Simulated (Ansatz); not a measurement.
# AgCl: pressure against volume

One table from this session's results is given with a row withheld; the runs are named, their logs left out.

Method: DFT PBEsol, scalar-relativistic, in Ansatz 0.2.0.

### The structure to begin with

It takes space group Cmcm (No. 63, orthorhombic). The conventional cell has a = 3.742 Å, b = 11.113 Å, c = 3.924 Å, α = 90.00°, β = 90.00°, γ = 90.00°. Ag (site symmetry m2m) has 5 Cl at 2.73 to 2.91 Å and 2 Ag at 3.02 Å as nearest neighbours. Around Cl (site symmetry m2m) lie 5 Ag at 2.73 to 2.91 Å.

Structure file:

```cif
data_structure
_symmetry_space_group_name_H-M 'Cmcm'
_symmetry_Int_Tables_number 63
_cell_length_a 3.7418
_cell_length_b 11.1132
_cell_length_c 3.9240
_cell_angle_alpha 90.000
_cell_angle_beta 90.000
_cell_angle_gamma 90.000
_cell_volume 163.18
loop_
_atom_site_label
_atom_site_type_symbol
_atom_site_symmetry_multiplicity
_atom_site_Wyckoff_symbol
_atom_site_fract_x
_atom_site_fract_y
_atom_site_fract_z
_atom_site_occupancy
Ag1 Ag 4 c 0.00000 0.60344 0.75000 1
Cl1 Cl 4 c 0.50000 0.63455 0.25000 1
```

The file gives the conventional cell by its symmetry; the runs use the cell typed in the input.

Atoms are numbered in the order of the input: Ag1, Ag2, Cl3, Cl4.

Set-up of the first run:

input.yaml

```yaml
crystal:
  lattice:
    - [1.8327171557, -5.4431635047, 0.0]
    - [1.8327171557, 5.4431635047, 0.0]
    - [0.0, 0.0, 3.8439324781]
  atoms:
    - { symbol: Ag, position: [0.3965554, 0.6034446, 0.75] }
    - { symbol: Ag, position: [0.6034446, 0.3965554, 0.25] }
    - { symbol: Cl, position: [0.86544873, 0.13455127, 0.25] }
    - { symbol: Cl, position: [0.13455127, 0.86544873, 0.75] }
kpoints:
  mp_grid: { grid: [9, 9, 8] }
  band_path:
    path:
      - [0.0, 0.0, 0.0]
      - [-0.5, 0.5, 0.0]
      - [-0.2783418463, 0.7216581537, 0.0]
      - [0.2783418463, 0.2783418463, 0.0]
      - [0.0, 0.0, 0.0]
      - [0.0, 0.0, 0.5]
      - [0.2783418463, 0.2783418463, 0.5]
      - [-0.2783418463, 0.7216581537, 0.5]
      - [-0.5, 0.5, 0.5]
    npoints: 5
scf:
  occupations: { method: fermi_dirac, width: 0.03 }
hamiltonian:
  xc: pbesol
  pseudopotentials: { kind: all_electron, lapw: { basis_error: 0.001 } }
output:
  forces: true
  stress: true
  eigenvalues: true
```

The run is started by

```sh
$ ansatz run input.yaml --threads 1 --pin off --max-ram 6144MiB --backend cpu --events-out ev --progress --plain --runs-dir out
```

Steps of the session up to this table: Volume × 0.94, LAPW; Volume × 0.94, PAW; Volume × 0.94, crystal datasets; Volume × 0.98, LAPW; Volume × 0.98, PAW; Volume × 0.98, crystal datasets; Volume × 1.01, LAPW; Volume × 1.01, PAW; Volume × 1.01, crystal datasets; Volume × 1.04, LAPW; Volume × 1.04, PAW; Volume × 1.04, crystal datasets.

One table of the session follows, with a row left open; its other results are not shown here.

It belongs to the step «Fits». 

```
          method  volume (Å³/atom)  pressure (GPa)  largest force (eV/Å)
            LAPW            19.173            0.58                 0.054
            LAPW            19.989           -1.88                 0.032
            LAPW            20.601           -3.34                 0.032
            LAPW            21.213           -4.52                 0.054
             PAW            19.173            0.57                 0.054
             PAW            19.989           -1.89                 0.032
             PAW            20.601           -3.34                 0.033
             PAW            21.213           -4.52                 0.054
crystal datasets            19.173            0.58                 0.054
crystal datasets            19.989           -1.88                 0.032
crystal datasets            20.601           -3.33                 0.032
crystal datasets            21.213               ?                     ?
```

Q: Estimate the row for crystal datasets, 21.213 from the others.

As computed: pressure (GPa): -4.52; largest force (eV/Å): 0.053.

Limits of these values: Shape and positions are held, so a fully relaxed modulus can be lower. Warnings in the runs' records: gradients without spin orbit, crystal datasets made.
